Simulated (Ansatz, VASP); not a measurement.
# Two plane-wave programs on Cs

```xyz
1
Lattice="-0.8557 3.5702 3.5702 3.5702 -0.8557 3.5702 3.5702 3.5702 -0.8557" Properties=species:S:1:pos:R:3 pbc="T T T"
Cs    0.0000    0.0000    0.0000
```

Alike in both runs: task single point; functional LDA; k mesh 12 × 12 × 12; occupations gaussian, width 0.15 eV; no spin polarisation.

|  | VASP | Ansatz |
| --- | --- | --- |
| version | VASP 6.6.1 | Ansatz 0.2.0 |
| potentials or method | VASP PAW LDA potentials, release 64 (Cs_sv) | scalar-relativistic, plane waves, PAW |
| plane-wave cutoff (eV) | 520 | 420 |
| valence electrons in the cell | 9 | 9 |

```tsv
	VASP	Ansatz	Ansatz less VASP
gap on the k mesh at the Fermi level (eV)	none	none	-
pressure (GPa)	-0.3	-0.3	+0.01
largest component of the traceless stress (GPa)	0.11	0.11	-0.001
```

A gap of «none» marks a metal or a gap that the smearing closes.

Spin-orbit coupling is left out, which matters for the levels of Cs.
